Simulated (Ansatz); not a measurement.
# PbS: how the settings move a single-point run

How sensitive is a single-point run of PbS to its settings? A reference run comes first, then six runs with altered input.

Computed with Ansatz 0.2.0 (reference: DFT, HSE06, plane waves, PAW, unless a step's input says otherwise).

3 further runs of the same task are left out: 3 that didn't finish.

### Step 1. Starting point

It takes space group Fm-3m (No. 225, cubic). The conventional cell has a = 5.974 Å, b = 5.974 Å, c = 5.974 Å, α = 90.00°, β = 90.00°, γ = 90.00°. Around Pb (site symmetry m-3m) lie 6 S at 2.99 Å. S (site symmetry m-3m) has 6 Pb at 2.99 Å as nearest neighbours.

Structure file:

```cif
data_structure
_symmetry_space_group_name_H-M 'P 1'
_symmetry_Int_Tables_number 1
_cell_length_a 4.2246
_cell_length_b 4.2246
_cell_length_c 4.2246
_cell_angle_alpha 60.000
_cell_angle_beta 60.000
_cell_angle_gamma 60.000
_cell_volume 53.31
loop_
_atom_site_label
_atom_site_type_symbol
_atom_site_fract_x
_atom_site_fract_y
_atom_site_fract_z
_atom_site_occupancy
Pb1 Pb 0.00000 0.00000 0.00000 1
S1 S 0.50000 0.50000 0.50000 1
```

### Step 2. Reference

Input file input.yaml:

```yaml
crystal:
  lattice:
    - [0.0, 2.9872327164, 2.9872327164]
    - [2.9872327164, 0.0, 2.9872327164]
    - [2.9872327164, 2.9872327164, 0.0]
  atoms:
    - { symbol: Pb, position: [0.0, 0.0, 0.0] }
    - { symbol: S, position: [0.5, 0.5, 0.5] }
kpoints:
  mp_grid: { grid: [4, 4, 4] }
hamiltonian:
  xc: hse06
scf:
  occupations: { method: fixed }
  n_extra_bands: 4
output:
  forces: true
  stress: true
  eigenvalues: true
  write_density: true
  write_potential: true
  elf: true
  volumetric_format: npy
```

Launch:

```bash
$ ansatz run input.yaml --threads 4 --pin off --max-ram 3686MiB --backend cpu --events-out ev --progress --plain --runs-dir out
```

### Step 3. Changing settings: exchange pbe, correlation pbe, coeff 0.15, omega 0.2078

input.yaml: that of step 2 with these lines changed.

```diff
@@ -11,3 +11,6 @@
 hamiltonian:
-  xc: hse06
+  xc:
+    exchange: pbe
+    correlation: pbe
+    exx: { coeff: 0.15, omega: 0.2078 }
 scf:
@@ -19,5 +22 @@
   eigenvalues: true
-  write_density: true
-  write_potential: true
-  elf: true
-  volumetric_format: npy
```

### Step 4. Variant: exchange pbe, correlation pbe, coeff 0.15, omega 0.3

input.yaml: that of step 2 with these lines changed.

```diff
@@ -11,3 +11,3 @@
 hamiltonian:
-  xc: hse06
+  xc: { exchange: pbe, correlation: pbe, exx: { coeff: 0.15, omega: 0.3 } }
 scf:
@@ -19,5 +19 @@
   eigenvalues: true
-  write_density: true
-  write_potential: true
-  elf: true
-  volumetric_format: npy
```

### Step 5. Variant: exchange pbe, correlation pbe, coeff 0.2

input.yaml: that of step 2 with these lines changed.

```diff
@@ -11,3 +11,3 @@
 hamiltonian:
-  xc: hse06
+  xc: { exchange: pbe, correlation: pbe, exx: { coeff: 0.2 } }
 scf:
@@ -19,5 +19 @@
   eigenvalues: true
-  write_density: true
-  write_potential: true
-  elf: true
-  volumetric_format: npy
```

### Step 6. Changed: exchange pbe, correlation pbe, coeff 0.3

input.yaml: that of step 2 with these lines changed.

```diff
@@ -11,3 +11,3 @@
 hamiltonian:
-  xc: hse06
+  xc: { exchange: pbe, correlation: pbe, exx: { coeff: 0.3 } }
 scf:
@@ -19,5 +19 @@
   eigenvalues: true
-  write_density: true
-  write_potential: true
-  elf: true
-  volumetric_format: npy
```

### Step 7. Changing settings: mp_grid.grid [5, 5, 5]

input.yaml: that of step 2 with these lines changed.

```diff
@@ -9,3 +9,3 @@
 kpoints:
-  mp_grid: { grid: [4, 4, 4] }
+  mp_grid: { grid: [5, 5, 5] }
 hamiltonian:
@@ -19,5 +19 @@
   eigenvalues: true
-  write_density: true
-  write_potential: true
-  elf: true
-  volumetric_format: npy
```

### Step 8. Changing settings: occupations.method cold, occupations.width 0.05

input.yaml: that of step 2 with these lines changed.

```diff
@@ -13,3 +13,3 @@
 scf:
-  occupations: { method: fixed }
+  occupations: { method: cold, width: 0.05 }
   n_extra_bands: 4
@@ -19,5 +19 @@
   eigenvalues: true
-  write_density: true
-  write_potential: true
-  elf: true
-  volumetric_format: npy
```

**Question.** What will these runs give? Wanted: for each run, ending; energy change; pressure; gap; force.

The runs gave:

| run | ending | energy change | pressure (GPa) | gap (eV) | force (eV/Å) | cycles | time |
| --- | --- | --- | --- | --- | --- | --- | --- |
| reference | converged | 0 | -0.1 | 0.88 | 0.00 | 12 | 5.5 s |
| 1: exchange pbe, correlation pbe, coeff 0.15, omega 0.2078 | converged | not comparable | 0.4 | 0.70 | 0.00 | 11 | 5.2 s |
| 2: exchange pbe, correlation pbe, coeff 0.15, omega 0.3 | converged | not comparable | 0.4 | 0.62 | 0.00 | 12 | 5.4 s |
| 3: exchange pbe, correlation pbe, coeff 0.2 | converged | not comparable | 0.2 | 1.28 | 0.00 | 13 | 5.2 s |
| 4: exchange pbe, correlation pbe, coeff 0.3 | converged | not comparable | -0.2 | 1.72 | 0.00 | 14 | 5.5 s |
| 5: mp_grid.grid [5, 5, 5] | converged | -10.4 meV/atom | -0.3 | 1.72 | 0.00 | 11 | 9.8 s |
| 6: occupations.method cold, occupations.width 0.05 | converged | 0.0 meV/atom (σ→0) | -0.1 | 0.88 | 0.00 | 12 | 5.6 s |

Times don't compare one to one where runs were asked for different outputs or read a saved state (see the inputs); cycles may leave out searches for a lower state.

Residual by cycle in the longest SCF loop of each run; runs are numbered as in the table. The quantity is the density residual dr2, in eV.

| cycle | reference | run 1 | run 2 | run 3 | run 4 | run 5 | run 6 |
| --- | --- | --- | --- | --- | --- | --- | --- |
| 1 | 0.0151 | 0.00619 | 0.00537 | 0.0105 | 0.019 | 0.0159 | 0.0149 |
| 2 | 0.00199 | 6.9e-4 | 5.6e-4 | 0.00161 | 0.00439 | 0.00213 | 0.00202 |
| 3 | 8.4e-4 | 2.9e-4 | 2.1e-4 | 7.6e-4 | 0.00208 | 9.1e-4 | 9.0e-4 |
| 4 | 2.6e-5 | 1.1e-5 | 1.7e-5 | 2.5e-5 | 1.3e-4 | 3.3e-5 | 3.1e-5 |
| 5 | 1.6e-5 | 3.4e-6 | 1.2e-6 | 2.2e-5 | 8.2e-5 | 1.6e-5 | 1.5e-5 |
| 6 | 1.5e-6 | 4.1e-7 | 8.4e-7 | 2.2e-6 | 1.5e-5 | 2.1e-6 | 1.8e-6 |
| 7 | - | - | 4.4e-8 | - | - | - | - |

The gap of the reference lacks spin-orbit coupling, though the cell holds Pb.
